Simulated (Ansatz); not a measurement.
CdS (Hawleyite): equation of state with LDA

The system is CdS (Hawleyite).

```xyz
2
Lattice="0.0000 2.9165 2.9165 2.9165 0.0000 2.9165 2.9165 2.9165 0.0000" Properties=species:S:1:pos:R:3 pbc="T T T"
Cd    0.0000    0.0000    0.0000
S     4.3748    4.3748    4.3748
```

* Program: Ansatz 0.2.0
* Task: equation of state
* Functional: LDA
* Potentials or basis: all-electron LAPW, scalar-relativistic
* Basis error allowed: 0.001 eV/atom
* k mesh: 8 × 8 × 8
* Occupations: fermi-dirac, width 0.05 eV
* Spin: no spin polarisation

* Equilibrium volume: 23.85 Å³/atom
* Bulk modulus: 68 GPa
* Pressure derivative of the bulk modulus: 4.6

Energy against volume, from the lowest point:
```
volume (Å³/atom)  energy (meV/atom)
          23.319               2.65
          23.815               0.00
          24.312               1.79
          24.808               7.51
          25.304              16.75
          25.800              29.10
          26.296              44.24
```

All runs of the series together: 80 s on 1 thread of Arm Neoverse V2, with other jobs on the host.

LDA usually gives volumes a few per cent too small. Zero-point motion and thermal expansion aren't in these numbers.
